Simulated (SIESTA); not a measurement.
Runs of SIESTA 5.4.2 on PtSe2 (Sudovikovite). It takes space group P-3m1 (No. 164, trigonal). Conventional cell: a = 3.724 Å, b = 3.724 Å, c = 5.062 Å, α = 90.00°, β = 90.00°, γ = 120.00°. Pt (site symmetry -3m) is surrounded by 6 Se at 2.49 Å. Se (site symmetry 3m) is surrounded by 3 Pt at 2.49 Å. 

```tsv
task	level	potentials or basis	spin	cell	k mesh	optimiser	force tolerance	energy shift	gap on the mesh (eV)	pressure (GPa)	relaxed volume (Å³/atom)	largest force (eV/Å)
relaxation of cell and atoms	PBE	PseudoDojo 0.4 standard (PBE files), DZ (energy shift 0.01 Ry)	off	relaxed	8 × 8 × 5	CG	0.02 eV/Å	0.01 Ry	none	0.0	19.62	-
band structure	BLYP	PseudoDojo 0.4 standard (PBE files), DZP (energy shift 0.002 Ry)	off	as given	8 × 8 × 5	-	-	0.002 Ry	none	(b)	-	1.86
band structure	PBE	SG15 1.2 (PBE files) or PseudoDojo by element, DZP (energy shift 0.002 Ry)	off	as given	8 × 8 × 5	-	-	0.002 Ry	none	10.9	-	1.14
single point	PBE	PseudoDojo 0.4 standard (PBE files), DZP (energy shift 0.002 Ry)	off	atoms moved at random, drawn with an rms of 0.05 Å	8 × 8 × 5	-	-	0.002 Ry	none	14.6	-	2.61
band structure	PBE	PseudoDojo 0.4 standard (PBE files, fully relativistic), DZP (energy shift 0.002 Ry)	non-collinear, zero start, SOC	as given	6 × 6 × 4	-	-	0.002 Ry	none	12.8	-	(c)
band structure	PBE	PseudoDojo 0.4 standard (PBE files), DZ (energy shift 0.01 Ry)	off	as given	8 × 8 × 5	-	-	0.01 Ry	none	7.8	-	1.97
single point	PBE	PseudoDojo 0.4 standard (PBE files), DZP (energy shift 0.002 Ry)	off	as given	8 × 8 × 5	-	-	0.002 Ry	none	14.7	-	1.52
relaxation of cell and atoms	PBE	PseudoDojo 0.4 standard (PBE files), SZ (energy shift 0.002 Ry)	off	relaxed	8 × 8 × 5	CG	0.01 eV/Å	0.002 Ry	none	0.0	(a)	-
```

Alike in all rows: smearing fermi-dirac 0.05 eV; grid cutoff 800 Ry.

Q: Estimate the missing entries.

A: (a) 23.15; (b) 21.5; (c) 1.46.

Caveats: the basis of atomic orbitals isn't converged, which shifts pressures, moduli and gaps; semicore shells carry a single zeta, which can move pressures by several GPa and volumes by a few percent (some runs); forces of over 1 eV/Å show positions far from the minimum, so gaps and moduli don't describe the material at rest (some runs); the basis has no polarisation orbitals (some runs); spin-orbit coupling is left out, which moves the levels of the heavy elements (some runs); so large a pressure means that the cell lies far from this level's equilibrium, or that cutoff or potentials fall short (some runs); the potentials were made for another functional, which shifts forces and pressure (some runs).

A k mesh can miss the band edges, and rows without SOC leave out spin-orbit coupling on Pt, Se.

A gap of «none» marks a metal or a gap under the smearing width.

The runs don't all hold the same shells in valence.
